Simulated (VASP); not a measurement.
**GaSb: equation of state with PBE**

The system is GaSb.

```xyz
2
Lattice="-2.7534 2.7534 1.5907 2.7534 -2.7534 1.5907 2.7534 2.7534 -1.5907" Properties=species:S:1:pos:R:3 pbc="T T T"
Sb    0.0000    0.0000    0.0000
Ga    0.0000    2.7534    0.7954
```

Measurements of this composition are mostly on another form, of space group No. 216.

```yaml
Program: VASP 6.6.1
Task: equation of state
Functional: PBE
Potentials_or_basis: VASP PAW PBE potentials, release 64 (Sb, Ga_d)
Cutoff: 520 eV
k_mesh: 10 × 10 × 10
Occupations: fermi-dirac, width 0.05 eV
Spin: no spin polarisation
```

The equilibrium volume is 24.20 Å³/atom and the bulk modulus at fixed shape and positions is 52 GPa. The pressure derivative of the bulk modulus is 4.7.

Energy against volume, from the lowest point:
| volume (Å³/atom) | energy (meV/atom) |
| --- | --- |
| 22.672 | 17.71 |
| 23.155 | 7.94 |
| 23.637 | 2.18 |
| 24.120 | 0.00 |
| 24.602 | 1.01 |
| 25.084 | 4.87 |
| 25.567 | 11.27 |

All runs of the series together: 12 min on 1 thread of AMD EPYC 7R43 64-Core Processor (Zen 3), on a shared host.

Caveat: the cell was scaled at fixed shape and fractional positions, which overstates the stiffness of a crystal with free parameters, most of all of layers and chains. The run has no spin-orbit coupling, so splittings on Sb are missing.
